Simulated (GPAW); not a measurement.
# MgS (F-43m) in GPAW: settings compared

One crystal, MgS, is run at these levels: PBEsol, PBE; tasks: relaxation of cell and atoms, single point.

All numbers are computed with GPAW 26.7.0; they aren't measurements. Logs are shortened: lines on timing, memory, paths and dates and some standing lists are left out, and cuts for length are marked. The log counts tension as positive stress, the text compression.

## Step 1: The crystal as given

It takes space group F-43m (No. 216, cubic). The conventional cell has a = 5.666 Å, b = 5.666 Å, c = 5.666 Å, α = 90.00°, β = 90.00°, γ = 90.00°. Around S (site symmetry -43m) lie 4 Mg at 2.45 Å. Around Mg (site symmetry -43m) lie 4 S at 2.45 Å.

The cell comes from a database or a generator and needn't be the stable form of this composition.

## Step 2: Relaxation of cell and atoms, PBEsol, target pressure 30 GPa, at which the enthalpy is minimised

run.py

```python
from ase import Atoms
from ase.filters import FrechetCellFilter
from ase.io import write
from ase.optimize import BFGS
from ase.units import GPa
from gpaw import GPAW, PW, setup_paths

setup_paths.insert(0, '.')

atoms = Atoms(['S', 'Mg'],
              cell=[[0.0, 2.8331200468, 2.8331200468],
                    [2.8331200468, 0.0, 2.8331200468],
                    [2.8331200468, 2.8331200468, 0.0]],
              scaled_positions=[[0.25, 0.25, 0.25],
                                [0.0, 0.0, 0.0]],
              pbc=True)

calc = GPAW(mode=PW(800),
            xc='PBEsol',
            kpts={'size': (8, 8, 8), 'gamma': True},
            occupations={'name': 'fermi-dirac', 'width': 0.05},
            nbands=16,
            convergence={'density': 1e-05, 'forces': 0.0001},
            maxiter=150,
            txt='gpaw.txt')
atoms.calc = calc
opt = BFGS(FrechetCellFilter(atoms, scalar_pressure=30 * GPa), trajectory='relax.traj', logfile='-')
done = opt.run(fmax=0.02, steps=60)
calc.write('gs.gpw')
write('result.traj', atoms)
print('Converged:', done)
print('Cell:', atoms.cell.cellpar().round(4))
print('Volume:', round(atoms.get_volume(), 4))
print(atoms.get_scaled_positions().round(5))
```

Potentials or basis: PAW data sets generated in the run's folder for this functional, pw.

Command:

```sh
gpaw-setup -f PBEsol Mg S
OMP_NUM_THREADS=1 python run.py
```

gpaw.txt:

```text
__  _  _
 | _ |_)|_||  |
 |__||  | ||/\| - 26.7.0

Input parameters:
  mode=PW(ecut=800.0),
  convergence={'density': 1e-05, 'forces': 0.0001},
  kpts=MonkhorstPack(size=(8, 8, 8), gamma=True),
  maxiter=150,
  nbands=16,
  occupations=Occupations(name='fermi-dirac', width=0.05),
  xc=XC(name='PBEsol')

Diagonalizing LCAO Hamiltonian
Converting LCAO to pw mode

           S

       Mg

Atoms  # Å, Bohr magnetons
|   | symbol |        x |        y |        z |    initial magnetic moments |
|---|--------|----------|----------|----------|-----------------------------|
| 0 |      S | 1.416560 | 1.416560 | 1.416560 | ( 0.0000,  0.0000,  0.0000) |
| 1 |     Mg | 0.000000 | 0.000000 | 0.000000 | ( 0.0000,  0.0000,  0.0000) |

Unit cell  # Å
| periodic |        x |        y |        z |  lengths |    angles |
|----------|----------|----------|----------|----------|-----------|
|      yes | 0.000000 | 2.833120 | 2.833120 | 4.006637 | 60.000000 |
|      yes | 2.833120 | 0.000000 | 2.833120 | 4.006637 | 60.000000 |
|      yes | 2.833120 | 2.833120 | 0.000000 | 4.006637 | 60.000000 |

Number of symmetries: 24
Symmetry operations  # r_c * U_cc + t_c -> r_c
|    | kind |            matrix            |
|----|------|------------------------------|
|  0 |  E   |  1, 0, 0,  0, 1, 0,  0, 0, 1 |
|  1 |  σ   |  1, 0, 0,  0, 0, 1,  0, 1, 0 |
|  2 |  σ   |  1, 0,-1,  0, 1,-1,  0, 0,-1 |
|  3 |  C3  |  1, 0,-1,  0, 0,-1,  0, 1,-1 |
|  4 |  C3  |  1,-1, 0,  0,-1, 1,  0,-1, 0 |
|  5 |  σ   |  1,-1, 0,  0,-1, 0,  0,-1, 1 |
|  6 |  σ   |  0, 1, 0,  1, 0, 0,  0, 0, 1 |
|  7 |  C3  |  0, 1, 0,  0, 0, 1,  1, 0, 0 |
|  8 |  C2  |  0, 1,-1,  1, 0,-1,  0, 0,-1 |
|  9 |  S4  |  0, 1,-1,  0, 0,-1,  1, 0,-1 |
| 10 |  C3  |  0, 0, 1,  1, 0, 0,  0, 1, 0 |
| 11 |  σ   |  0, 0, 1,  0, 1, 0,  1, 0, 0 |
| 12 |  S4  |  0, 0,-1,  1, 0,-1,  0, 1,-1 |
| 13 |  C3  |  0, 0,-1,  0, 1,-1,  1, 0,-1 |
| 14 |  S4  |  0,-1, 1,  1,-1, 0,  0,-1, 0 |
| 15 |  C2  |  0,-1, 1,  0,-1, 0,  1,-1, 0 |
| 16 |  C3  |  0,-1, 0,  1,-1, 0,  0,-1, 1 |
| 17 |  S4  |  0,-1, 0,  0,-1, 1,  1,-1, 0 |
| 18 |  S4  | -1, 1, 0, -1, 0, 1, -1, 0, 0 |
| 19 |  C3  | -1, 1, 0, -1, 0, 0, -1, 0, 1 |
| 20 |  C3  | -1, 0, 1, -1, 1, 0, -1, 0, 0 |
| 21 |  S4  | -1, 0, 1, -1, 0, 0, -1, 1, 0 |
[... 166 lines left out ...]
Fermi level: 2.699
Eigenvalues  # (at kpt = [0.000, 0.000, 0.000])
| band index |      eig [eV] | occ [0-2] |
|------------|---------------|-----------|
|          0 |       -71.876 |     2.000 |
|          1 |       -38.849 |     2.000 |
|          2 |       -38.849 |     2.000 |
|          3 |       -38.849 |     2.000 |
|          4 |        -9.575 |     2.000 |
|          5 |         1.690 |     2.000 |
[... 8 lines left out ...]
|         14 |        15.265 |     0.000 |
|         15 |        15.437 |     0.000 |

Gap: 3.281 eV
Transition (v -> c):
  (s=0, k=0, n=7, [0.00, 0.00, 0.00]) -> (s=0, k=0, n=8, [0.00, 0.00, 0.00])
No difference between direct/indirect transitions

Stress tensor  # eV/Ang^3
|        x |        y |        z |
|----------|----------|----------|
| 0.002338 | 0.000000 | 0.000000 |
| 0.000000 | 0.002338 | 0.000000 |
| 0.000000 | 0.000000 | 0.002338 |

Forces  # eV/Ang
|       x |       y |        z |
|---------|---------|----------|
| 0.00000 | 0.00000 | -0.00000 |  # S    0
| 0.00000 | 0.00000 |  0.00000 |  # Mg   1

Interpolating wave functions to new cell

           S

       Mg

Atoms  # Å, Bohr magnetons
|   | symbol |         x |        y |        z |    initial magnetic moments |
|---|--------|-----------|----------|----------|-----------------------------|
| 0 |      S |  1.373603 | 1.373603 | 1.373603 | ( 0.0000,  0.0000,  0.0000) |
| 1 |     Mg | -0.000000 | 0.000000 | 0.000000 | ( 0.0000,  0.0000,  0.0000) |

Unit cell  # Å
| periodic |         x |         y |         z |  lengths |    angles |
|----------|-----------|-----------|-----------|----------|-----------|
|      yes | -0.000000 |  2.747206 |  2.747206 | 3.885136 | 60.000000 |
|      yes |  2.747206 | -0.000000 |  2.747206 | 3.885136 | 60.000000 |
[... 45 lines left out ...]
[... 209 lines left out ...]
           S

       Mg

Atoms  # Å, Bohr magnetons
|   | symbol |        x |        y |        z |    initial magnetic moments |
|---|--------|----------|----------|----------|-----------------------------|
| 0 |      S | 1.285585 | 1.285585 | 1.285585 | ( 0.0000,  0.0000,  0.0000) |
| 1 |     Mg | 0.000000 | 0.000000 | 0.000000 | ( 0.0000,  0.0000,  0.0000) |

Unit cell  # Å
| periodic |         x |        y |         z |  lengths |    angles |
|----------|-----------|----------|-----------|----------|-----------|
|      yes | -0.000000 | 2.571171 |  2.571171 | 3.636184 | 60.000000 |
|      yes |  2.571171 | 0.000000 |  2.571171 | 3.636184 | 60.000000 |
|      yes |  2.571171 | 2.571171 | -0.000000 | 3.636184 | 60.000000 |

Number of symmetries: 24
Symmetry operations  # r_c * U_cc + t_c -> r_c
|    | kind |            matrix            |
|----|------|------------------------------|
|  0 |  E   |  1, 0, 0,  0, 1, 0,  0, 0, 1 |
|  1 |  σ   |  1, 0, 0,  0, 0, 1,  0, 1, 0 |
|  2 |  σ   |  1, 0,-1,  0, 1,-1,  0, 0,-1 |
|  3 |  C3  |  1, 0,-1,  0, 0,-1,  0, 1,-1 |
|  4 |  C3  |  1,-1, 0,  0,-1, 1,  0,-1, 0 |
|  5 |  σ   |  1,-1, 0,  0,-1, 0,  0,-1, 1 |
|  6 |  σ   |  0, 1, 0,  1, 0, 0,  0, 0, 1 |
|  7 |  C3  |  0, 1, 0,  0, 0, 1,  1, 0, 0 |
|  8 |  C2  |  0, 1,-1,  1, 0,-1,  0, 0,-1 |
|  9 |  S4  |  0, 1,-1,  0, 0,-1,  1, 0,-1 |
| 10 |  C3  |  0, 0, 1,  1, 0, 0,  0, 1, 0 |
| 11 |  σ   |  0, 0, 1,  0, 1, 0,  1, 0, 0 |
| 12 |  S4  |  0, 0,-1,  1, 0,-1,  0, 1,-1 |
| 13 |  C3  |  0, 0,-1,  0, 1,-1,  1, 0,-1 |
| 14 |  S4  |  0,-1, 1,  1,-1, 0,  0,-1, 0 |
| 15 |  C2  |  0,-1, 1,  0,-1, 0,  1,-1, 0 |
| 16 |  C3  |  0,-1, 0,  1,-1, 0,  0,-1, 1 |
| 17 |  S4  |  0,-1, 0,  0,-1, 1,  1,-1, 0 |
| 18 |  S4  | -1, 1, 0, -1, 0, 1, -1, 0, 0 |
| 19 |  C3  | -1, 1, 0, -1, 0, 0, -1, 0, 1 |
| 20 |  C3  | -1, 0, 1, -1, 1, 0, -1, 0, 0 |
| 21 |  S4  | -1, 0, 1, -1, 0, 0, -1, 1, 0 |
[... 186 lines left out ...]
Gap: 3.299 eV
Transition (v -> c):
  (s=0, k=0, n=7, [0.00, 0.00, 0.00]) -> (s=0, k=24, n=8, [0.50, 0.50, 0.00])
Direct/indirect transitions are different
Direct gap: 4.724 eV
Transition at: (s=0, k=24, n=7, [0.50, 0.50, 0.00])

Stress tensor  # eV/Ang^3
|         x |         y |         z |
|-----------|-----------|-----------|
| -0.182456 |  0.000000 | -0.000000 |
|  0.000000 | -0.182456 | -0.000000 |
| -0.000000 | -0.000000 | -0.182456 |

Forces  # eV/Ang
|        x |       y |        z |
|----------|---------|----------|
| -0.00000 | 0.00000 | -0.00000 |  # S    0
| -0.00000 | 0.00000 |  0.00000 |  # Mg   1

Interpolating wave functions to new cell

           S

       Mg

Atoms  # Å, Bohr magnetons
|   | symbol |        x |        y |        z |    initial magnetic moments |
|---|--------|----------|----------|----------|-----------------------------|
| 0 |      S | 1.283606 | 1.283606 | 1.283606 | ( 0.0000,  0.0000,  0.0000) |
| 1 |     Mg | 0.000000 | 0.000000 | 0.000000 | ( 0.0000,  0.0000,  0.0000) |

Unit cell  # Å
| periodic |         x |        y |        z |  lengths |    angles |
|----------|-----------|----------|----------|----------|-----------|
|      yes | -0.000000 | 2.567212 | 2.567212 | 3.630586 | 60.000000 |
|      yes |  2.567212 | 0.000000 | 2.567212 | 3.630586 | 60.000000 |
|      yes |  2.567212 | 2.567212 | 0.000000 | 3.630586 | 60.000000 |

Number of symmetries: 24
Symmetry operations  # r_c * U_cc + t_c -> r_c
|    | kind |            matrix            |
|----|------|------------------------------|
|  0 |  E   |  1, 0, 0,  0, 1, 0,  0, 0, 1 |
|  1 |  σ   |  1, 0, 0,  0, 0, 1,  0, 1, 0 |
|  2 |  σ   |  1, 0,-1,  0, 1,-1,  0, 0,-1 |
|  3 |  C3  |  1, 0,-1,  0, 0,-1,  0, 1,-1 |
|  4 |  C3  |  1,-1, 0,  0,-1, 1,  0,-1, 0 |
|  5 |  σ   |  1,-1, 0,  0,-1, 0,  0,-1, 1 |
|  6 |  σ   |  0, 1, 0,  1, 0, 0,  0, 0, 1 |
|  7 |  C3  |  0, 1, 0,  0, 0, 1,  1, 0, 0 |
|  8 |  C2  |  0, 1,-1,  1, 0,-1,  0, 0,-1 |
|  9 |  S4  |  0, 1,-1,  0, 0,-1,  1, 0,-1 |
| 10 |  C3  |  0, 0, 1,  1, 0, 0,  0, 1, 0 |
| 11 |  σ   |  0, 0, 1,  0, 1, 0,  1, 0, 0 |
| 12 |  S4  |  0, 0,-1,  1, 0,-1,  0, 1,-1 |
| 13 |  C3  |  0, 0,-1,  0, 1,-1,  1, 0,-1 |
| 14 |  S4  |  0,-1, 1,  1,-1, 0,  0,-1, 0 |
| 15 |  C2  |  0,-1, 1,  0,-1, 0,  1,-1, 0 |
| 16 |  C3  |  0,-1, 0,  1,-1, 0,  0,-1, 1 |
| 17 |  S4  |  0,-1, 0,  0,-1, 1,  1,-1, 0 |
| 18 |  S4  | -1, 1, 0, -1, 0, 1, -1, 0, 0 |
| 19 |  C3  | -1, 1, 0, -1, 0, 0, -1, 0, 1 |
| 20 |  C3  | -1, 0, 1, -1, 1, 0, -1, 0, 0 |
| 21 |  S4  | -1, 0, 1, -1, 0, 0, -1, 1, 0 |
[... 192 lines left out ...]
Stress tensor  # eV/Ang^3
|         x |         y |         z |
|-----------|-----------|-----------|
| -0.187135 | -0.000000 |  0.000000 |
| -0.000000 | -0.187135 |  0.000000 |
|  0.000000 |  0.000000 | -0.187135 |

Forces  # eV/Ang
|        x |        y |        z |
|----------|----------|----------|
| -0.00000 |  0.00000 | -0.00000 |  # S    0
|  0.00000 | -0.00000 |  0.00000 |  # Mg   1

# Writing to gs.gpw (mode='')
```

Wall time 86 s (1 thread of Arm Neoverse V1, shared host); peak memory 0.23 GiB.

What came out:

* Free energy: -8.1806 eV
* Relaxed volume: 16.92 Å³/atom
* Relaxed cell: a = 3.631 Å, b = 3.631 Å, c = 3.631 Å, α = 60.00°, β = 60.00°, γ = 60.00°
* Space group after relaxing (to 0.05 Å): F-43m (No. 216)
* Energy change on relaxing (the enthalpy is what falls): +417.5 meV/atom
* Ionic steps: 5
* Pressure after relaxing: 30.0 GPa
* Band gap on the k mesh: 3.29 eV, indirect (least direct gap 4.72 eV)

Step by step:
```tsv
step	energy change (eV)	largest force (eV/Å)	pressure (GPa)	volume (Å³)
1	0.0000	0.0000	-0.37	45.48
2	0.0642	0.0000	5.92	41.47
3	1.0938	0.0000	36.51	32.59
4	0.8059	0.0000	29.23	34.00
5	0.8349	0.0000	29.98	33.84
```

Final structure:
```
S Mg
1.0
     0.00000    2.56721    2.56721
     2.56721    0.00000    2.56721
     2.56721    2.56721    0.00000
S Mg
1 1
Direct
  0.25000 0.25000 0.25000
  0.00000 0.00000 0.00000
```

Caveat: later steps reuse the first step's grids; the volume moved by over 15 % at a fixed basis, so the end points are rough.

## Step 3: Single point, PBE

run.py

```python
import spglib
from ase import Atoms
from ase.dft.bandgap import bandgap
from ase.io import read, write
from ase.units import GPa
from gpaw import GPAW, PW

atoms = read('MgS.cif')
cell, positions, numbers = spglib.find_primitive(
    (atoms.cell[:], atoms.get_scaled_positions(), atoms.numbers), symprec=1e-4)
atoms = Atoms(numbers, cell=cell, scaled_positions=positions, pbc=True)

calc = GPAW(mode=PW(550),
            xc='PBE',
            kpts={'size': (7, 7, 7), 'gamma': True},
            occupations={'name': 'fermi-dirac', 'width': 0.05},
            setups={'S': 'v3'},
            nbands=-8,
            maxiter=120,
            txt='gpaw.txt')
atoms.calc = calc
energy = atoms.get_potential_energy()
forces = atoms.get_forces()
stress = atoms.get_stress()
calc.write('gs.gpw')
write('result.traj', atoms)
print(f'Energy: {energy:.6f} eV')
print('Forces (eV/A):')
print(forces.round(4))
print('Stress (GPa):', (stress / GPa).round(3))
print('Fermi level:', round(calc.get_fermi_level(), 4), 'eV')
print(f'Gap: {bandgap(calc)[0]:.4f} eV, direct: {bandgap(calc, direct=True)[0]:.4f} eV')
```

MgS.cif

```cif
data_MgS
_cell_length_a 5.66624009
_cell_length_b 5.66624009
_cell_length_c 5.66624009
_cell_angle_alpha 90.00000000
_cell_angle_beta 90.00000000
_cell_angle_gamma 90.00000000
_space_group_name_H-M_alt 'F-43m'
_space_group_name_Hall 'F -4 2 3'
_space_group_IT_number 216
loop_
_space_group_symop_operation_xyz
'x,y,z'
'y,-x,-z'
'-x,-y,z'
'-y,x,-z'
'x,-y,-z'
'y,x,z'
'-x,y,-z'
'-y,-x,z'
'z,x,y'
'-z,y,-x'
'z,-x,-y'
'-z,-y,x'
'-z,x,-y'
'z,y,x'
'-z,-x,y'
'z,-y,-x'
'y,z,x'
'-x,-z,y'
'-y,z,-x'
'x,-z,-y'
'-y,-z,x'
'x,z,y'
'y,-z,-x'
'-x,z,-y'
'x,y+1/2,z+1/2'
'y,-x+1/2,-z+1/2'
'-x,-y+1/2,z+1/2'
'-y,x+1/2,-z+1/2'
'x,-y+1/2,-z+1/2'
'y,x+1/2,z+1/2'
'-x,y+1/2,-z+1/2'
'-y,-x+1/2,z+1/2'
'z,x+1/2,y+1/2'
'-z,y+1/2,-x+1/2'
'z,-x+1/2,-y+1/2'
'-z,-y+1/2,x+1/2'
'-z,x+1/2,-y+1/2'
'z,y+1/2,x+1/2'
'-z,-x+1/2,y+1/2'
'z,-y+1/2,-x+1/2'
'y,z+1/2,x+1/2'
'-x,-z+1/2,y+1/2'
'-y,z+1/2,-x+1/2'
'x,-z+1/2,-y+1/2'
'-y,-z+1/2,x+1/2'
'x,z+1/2,y+1/2'
'y,-z+1/2,-x+1/2'
'-x,z+1/2,-y+1/2'
'x+1/2,y,z+1/2'
'y+1/2,-x,-z+1/2'
'-x+1/2,-y,z+1/2'
'-y+1/2,x,-z+1/2'
'x+1/2,-y,-z+1/2'
'y+1/2,x,z+1/2'
'-x+1/2,y,-z+1/2'
'-y+1/2,-x,z+1/2'
'z+1/2,x,y+1/2'
'-z+1/2,y,-x+1/2'
'z+1/2,-x,-y+1/2'
'-z+1/2,-y,x+1/2'
'-z+1/2,x,-y+1/2'
'z+1/2,y,x+1/2'
'-z+1/2,-x,y+1/2'
'z+1/2,-y,-x+1/2'
'y+1/2,z,x+1/2'
'-x+1/2,-z,y+1/2'
'-y+1/2,z,-x+1/2'
'x+1/2,-z,-y+1/2'
'-y+1/2,-z,x+1/2'
'x+1/2,z,y+1/2'
'y+1/2,-z,-x+1/2'
'-x+1/2,z,-y+1/2'
'x+1/2,y+1/2,z'
'y+1/2,-x+1/2,-z'
'-x+1/2,-y+1/2,z'
'-y+1/2,x+1/2,-z'
'x+1/2,-y+1/2,-z'
'y+1/2,x+1/2,z'
'-x+1/2,y+1/2,-z'
'-y+1/2,-x+1/2,z'
'z+1/2,x+1/2,y'
'-z+1/2,y+1/2,-x'
'z+1/2,-x+1/2,-y'
'-z+1/2,-y+1/2,x'
'-z+1/2,x+1/2,-y'
'z+1/2,y+1/2,x'
'-z+1/2,-x+1/2,y'
'z+1/2,-y+1/2,-x'
'y+1/2,z+1/2,x'
'-x+1/2,-z+1/2,y'
'-y+1/2,z+1/2,-x'
'x+1/2,-z+1/2,-y'
'-y+1/2,-z+1/2,x'
'x+1/2,z+1/2,y'
'y+1/2,-z+1/2,-x'
'-x+1/2,z+1/2,-y'
loop_
_atom_site_label
_atom_site_type_symbol
_atom_site_symmetry_multiplicity
_atom_site_Wyckoff_symbol
_atom_site_fract_x
_atom_site_fract_y
_atom_site_fract_z
_atom_site_occupancy
S1 S 4 d 0.2500000000 0.2500000000 0.7500000000 1
Mg1 Mg 4 a 0.0000000000 0.0000000000 0.0000000000 1
```

Potentials or basis: GPAW PAW data sets (gpaw-data 1.2.1), newer versions, pw.

Command:

```sh
OMP_NUM_THREADS=1 python run.py
```

Run time: 4.6 s. Hardware: 1 thread of AMD EPYC 9R45 (Zen 5), shared host; peak memory 0.15 GiB.

The run converged, but some of its settings lie outside the range that counts as converged, so its numbers aren't taken as properties of the crystal.

What came out:

| Item | Value |
| --- | --- |
| Free energy | -8.5452 eV |
| Pressure | 0.8 GPa |
| Band gap on the k mesh | 3.46 eV, direct |

Caveat: the cutoff is short for stress and forces, so pressures can be off by a GPa or more.

## Step 4: Single point, PBEsol

run.py

```python
from ase import Atoms
from ase.dft.bandgap import bandgap
from ase.io import write
from ase.units import GPa
from gpaw import GPAW, PW, setup_paths

setup_paths.insert(0, '.')

atoms = Atoms(['S', 'Mg'],
              cell=[[0.0, 2.8331200468, 2.8331200468],
                    [2.8331200468, 0.0, 2.8331200468],
                    [2.8331200468, 2.8331200468, 0.0]],
              scaled_positions=[[0.25, 0.25, 0.25],
                                [0.0, 0.0, 0.0]],
              pbc=True)

calc = GPAW(mode=PW(600),
            xc='PBEsol',
            kpts={'size': (7, 7, 7), 'gamma': True},
            occupations={'name': 'fermi-dirac', 'width': 0.05},
            nbands=16,
            maxiter=120,
            txt='gpaw.txt')
atoms.calc = calc
energy = atoms.get_potential_energy()
forces = atoms.get_forces()
stress = atoms.get_stress()
calc.write('gs.gpw')
write('result.traj', atoms)
print(f'Energy: {energy:.6f} eV')
print('Forces (eV/A):')
print(forces.round(4))
print('Stress (GPa):', (stress / GPa).round(3))
print('Fermi level:', round(calc.get_fermi_level(), 4), 'eV')
print(f'Gap: {bandgap(calc)[0]:.4f} eV, direct: {bandgap(calc, direct=True)[0]:.4f} eV')
```

Potentials or basis: PAW data sets generated in the run's folder for this functional, pw.

Command:

```sh
gpaw-setup -f PBEsol Mg S
OMP_NUM_THREADS=1 python run.py
```

Wall time 14 s (1 thread of AMD EPYC 7R43 (Zen 3), shared host); peak memory 0.15 GiB.

It converged, with:

```yaml
Free_energy: -9.0107 eV
Pressure: -0.4 GPa
Band_gap_on_the_k_mesh: 3.28 eV, direct
```

Levels at points of the mesh, in eV from the valence-band top:
```csv
k point,band 4,band 5,band 6,band 7,band 8,band 9,band 10,band 11,band 12
"(0.00, 0.00, 0.00)",-40.54,-11.26,0.00,0.00,0.00,3.28,7.83,7.83,7.83
```

Caveat: the cutoff is short for stress and forces, so pressures can be off by a GPa or more. As with any semilocal functional, this PBEsol gap is likely too small.
